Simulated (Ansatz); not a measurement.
# HfC (CsCl type): other levels of theory at one geometry

Aim: keep the cell of HfC (CsCl type) fixed and change the level of theory, to see how the gap and the pressure move. The start comes from a prototype table, not from a measured structure.

Computed with Ansatz 0.2.0 (DFT at several levels, plane waves, PAW, unless a step's input says otherwise).

**1. The structure to begin with**

Symmetry: Pm-3m, No. 221, cubic system. The conventional cell has a = 2.901 Å, b = 2.901 Å, c = 2.901 Å, α = 90.00°, β = 90.00°, γ = 90.00°. Hf (site symmetry m-3m) has 8 C at 2.51 Å as nearest neighbours. C (site symmetry m-3m) is surrounded by 8 Hf at 2.51 Å.

As a file:

```cif
data_structure
_symmetry_space_group_name_H-M 'P 1'
_symmetry_Int_Tables_number 1
_cell_length_a 2.9009
_cell_length_b 2.9009
_cell_length_c 2.9009
_cell_angle_alpha 90.000
_cell_angle_beta 90.000
_cell_angle_gamma 90.000
_cell_volume 24.41
loop_
_atom_site_label
_atom_site_type_symbol
_atom_site_fract_x
_atom_site_fract_y
_atom_site_fract_z
_atom_site_occupancy
Hf1 Hf 0.00000 0.00000 0.00000 1
C1 C 0.50000 0.50000 0.50000 1
```

This cell comes from an earlier session at PBE: 12.206 Å³/atom at 0.01 GPa, on a 12×12×12 mesh, no gap.

Levels to run: PBE+SOC; r²SCAN; PBEsol; LDA. Hardware: 2 threads of Arm Neoverse V1, shared host.

**2. PBE+SOC**

input.yaml reads:

```yaml
crystal:
  lattice:
    - [2.90088893, 0.0, 0.0]
    - [0.0, 2.90088893, 0.0]
    - [0.0, 0.0, 2.90088893]
  atoms:
    - { symbol: Hf, position: [0.0, 0.0, 0.0] }
    - { symbol: C, position: [0.5, 0.5, 0.5] }
basis:
  ecutwfc: 420
  ecutrho_ratio: 4
kpoints:
  mp_grid: { grid: [12, 12, 12] }
hamiltonian:
  xc: pbe
scf:
  occupations: { method: gaussian, width: 0.05 }
output:
  forces: true
  stress: true
  eigenvalues: true
  populations: true
  dos: { projected: true, de: 0.02 }
  write_density: true
  write_potential: true
  elf: true
  volumetric_format: npy
magnetization:
  noncollinear: true
  spin_orbit: true
```

Run with:

```sh
$ ansatz run input.yaml --threads 2 --pin off --max-ram 2662MiB --backend cpu --events-out ev --progress --plain --runs-dir out
```

Further steps of the session: r²SCAN; PBEsol; LDA.

What does the calculation give? Wanted: for each run, pressure.

**Answer**, as computed:

| level | mesh | gap on the mesh (eV) | pressure (GPa) | time |
| --- | --- | --- | --- | --- |
| PBE | 12×12×12 | metal | 0.0 | 11 s* |
| LDA | 12×12×12 | metal | -12.3 | 1.7 s |
| PBEsol | 12×12×12 | metal | -6.9 | 1.8 s |
| PBE+SOC | 12×12×12 | metal | -0.3 | 12 s* |
| r²SCAN | 12×12×12 | metal | -2.9 | 4.8 s |

Times are on 2 threads of Arm Neoverse V1, shared host. * Includes bands or densities of states.

The pressure runs from -12.3 GPa (LDA) to 0.0 GPa (PBE); a negative pressure means that level wants a smaller cell, a positive one a larger cell. Every level gives a metal. Total energies of different levels have different zeros and can't be compared.
